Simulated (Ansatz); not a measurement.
Crystal: Na.

```
CELL_PARAMETERS angstrom
-1.88829 1.88829 2.63728
1.88829 -1.88829 2.63728
1.88829 1.88829 -2.63728
ATOMIC_POSITIONS crystal
Na 0.00000 0.00000 0.00000
```

This isn't the form of Na at room conditions, which is bcc.

- Program: Ansatz 0.2.0
- Task: relaxation of cell and atoms
- Functional: PBEsol
- Dispersion: D3(BJ)-ATM
- Potentials or basis: Ansatz PAW
- Cutoff: 420 eV (not typed: the program's choice for these potentials)
- k mesh: 10 × 10 × 10
- Occupations: fermi-dirac, width 0.05 eV
- Spin: no spin polarisation

At the start: volume 37.61 Å³/atom.

Question: How do energy, volume and symmetry change on relaxing?

Answer: It ends after 9 steps and the volume is 33.27 Å³/atom (-11.6 %); space group I4/mmm (No. 139, to 0.05 Å).

Step by step:
| step | energy change (eV) | largest force (eV/Å) | volume (Å³) |
| --- | --- | --- | --- |
| 1 | 0.0000 | 0.0000 | 37.61 |
| 2 | -0.0041 | 0.0000 | 36.81 |
| 3 | -0.0127 | 0.0000 | 32.63 |
| 4 | -0.0133 | 0.0000 | 33.24 |
| 5 | -0.0134 | 0.0000 | 33.44 |
| 6 | -0.0135 | 0.0000 | 33.54 |
| 7 | -0.0135 | 0.0000 | 33.44 |
| 8 | -0.0136 | 0.0000 | 33.27 |
| 9 | -0.0135 | 0.0000 | 33.27 |

Final structure:
```
Na
1.0
    -1.84082    1.84082    2.45436
     1.84082   -1.84082    2.45436
     1.84082    1.84082   -2.45436
Na
1
Cartesian
  0.0000 0.0000 0.0000
```

Caveat: the plane-wave basis is chosen anew once the cell has moved, so the energies of steps on either side of that aren't comparable; pairwise dispersion overbinds metals, which lowers pressure and volume; the PAW data sets come from PBE, with cores solved anew for the run's functional, which leaves a small shift of forces and pressure.
